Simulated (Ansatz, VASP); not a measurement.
One calculation of F2, two programs

INCAR

```
SYSTEM = F
  ALGO = Normal
  EDIFF = 1E-6
  EDIFFG = -0.005
  ENCUT = 520
  GGA = PE
  IBRION = 2
  ISIF = 2
  ISMEAR = 0
  LASPH = .TRUE.
  LCHARG = .FALSE.
  LREAL = .FALSE.
  LWAVE = .FALSE.
  NELM = 60
  NSW = 50
  PREC = Accurate
  SIGMA = 0.01
```

KPOINTS

```
k-points
0
G
  1 1 1
  0 0 0
```

The input POSCAR:

```
F
1.0
   11.0000000000      0.0000000000      0.0000000000
    0.0000000000     11.5000000000      0.0000000000
    0.0000000000      0.0000000000     12.0000000000
F
2
Direct
    0.5000000000      0.5000000000      0.4408333333
    0.5000000000      0.5000000000      0.5591666667
```

Input for Ansatz:

```yaml
crystal:
  lattice:
    - [11.0, 0.0, 0.0]
    - [0.0, 11.5, 0.0]
    - [0.0, 0.0, 12.0]
  atoms:
    - { symbol: F, position: [0.5, 0.5, 0.4408333333] }
    - { symbol: F, position: [0.5, 0.5, 0.5591666667] }
basis:
  ecutwfc: 420
kpoints:
  mp_grid: { grid: [1, 1, 1] }
hamiltonian:
  xc: pbe
scf:
  occupations: { method: gaussian, width: 0.01 }
output:
  forces: true
  stress: false
  eigenvalues: true
relax:
  adjacent_minimum: "off"
  f_tol: 0.005
  max_steps: 30
```

Alike in both runs: task relaxation of the atoms; functional PBE; k mesh 1 × 1 × 1; occupations gaussian, width 0.01 eV; no spin polarisation.

|  | VASP | Ansatz |
| --- | --- | --- |
| version | VASP 6.6.1 | Ansatz 0.2.0 |
| potentials or method | VASP PAW PBE potentials, release 64 (F) | scalar-relativistic, plane waves, PAW |
| plane-wave cutoff (eV) | 520 | 420 |
| valence electrons in the cell | 14 | 14 |

```csv
,VASP,Ansatz,Ansatz less VASP
"gap on the k mesh at the Fermi level, each at its own relaxed structure (eV)",3.41,3.60,+0.194
```

PBE gaps usually lie below the measured ones, often by a third to a half.
